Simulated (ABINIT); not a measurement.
Wanted: the native input for an ABINIT 10.8.3 (patched build) run.

```
Task                                            : equation of state
Functional                                      : AM05
Potentials or basis                             : JTH PAW PBE v2.0 sp
Cutoff                                          : 408 eV
k mesh                                          : 8 × 8 × 8
Occupations                                     : fermi-dirac, width 0.05 eV
Spin                                            : no spin polarisation
Fine-grid cutoff                                : 816.342 eV
Exchange and correlation inside the PAW spheres : full angular mesh (pawxcdev 0, this build's default; the released program takes 1)
```

Crystal: InAs.

```
In As
1.0
     0.00000    3.01800    3.01800
     3.01800    0.00000    3.01800
     3.01800    3.01800    0.00000
In As
1 1
Cartesian
  0.0000 0.0000 0.0000
  4.5270 4.5270 4.5270
```

The input as run:

run.abi

```
# Datasets: one volume each
ndtset 7
getwfk -1
scalecart1 3*0.9795861087
scalecart2 3*0.9864848297
scalecart3 3*0.9932883884
scalecart4 3*1.0000000000
scalecart5 3*1.0066227096
scalecart6 3*1.0131594038
scalecart7 3*1.0196128224

# Pseudopotentials
pp_dirpath "./"
pseudos "In.GGA_PBE-JTH_sp.xml, As.GGA_PBE-JTH_sp.xml"

# Structure
acell 4.2680965312 4.2680965312 4.2680965312 Angstrom
rprim
     0.0000000000     0.7071067812     0.7071067812
     0.7071067812     0.0000000000     0.7071067812
     0.7071067812     0.7071067812     0.0000000000
ntypat 2
znucl 49 33
natom 2
typat 1 2
xred
     0.0000000000     0.0000000000     0.0000000000
     0.7500000000     0.7500000000     0.7500000000

# Plane-wave basis
ecut 15.0
pawecutdg 30.0
pawovlp 30

# k points
kptopt 1
ngkpt 8 8 8
nshiftk 1
shiftk 0.0 0.0 0.0

# Exchange and correlation
ixc -120135

# Bands and occupations
nband 8
occopt 3
tsmear 0.05 eV

# SCF cycle
nstep 100
tolvrs 1.0e-9

# Output
iomode 3
prtwf 1
prtden 0
prteig 0
prtebands 0
```

Potentials or basis: JTH PAW PBE v2.0 sp.

Launch:

```bash
$ abinit run.abi > log 2>&1
```

Results of the run:

| Quantity | Value |
| --- | --- |
| Equilibrium volume | 29.00 Å³/atom |
| Bulk modulus | 55 GPa |
| Pressure derivative of the bulk modulus | 4.6 (rough: it moves with the points fitted) |

Caveat: the cutoff is too short for stress, so the log's stress isn't used; pressures at fixed basis lie under the slope of the energies; the PAW data sets were made with another functional, which shifts forces and pressure a little; this set keeps more shells in the core, which shifts pressures and gaps; the atomic spheres overlap.

Run time: 68 s on 1 thread of Arm Neoverse V1 (shared host), peak memory 0.14 GiB.
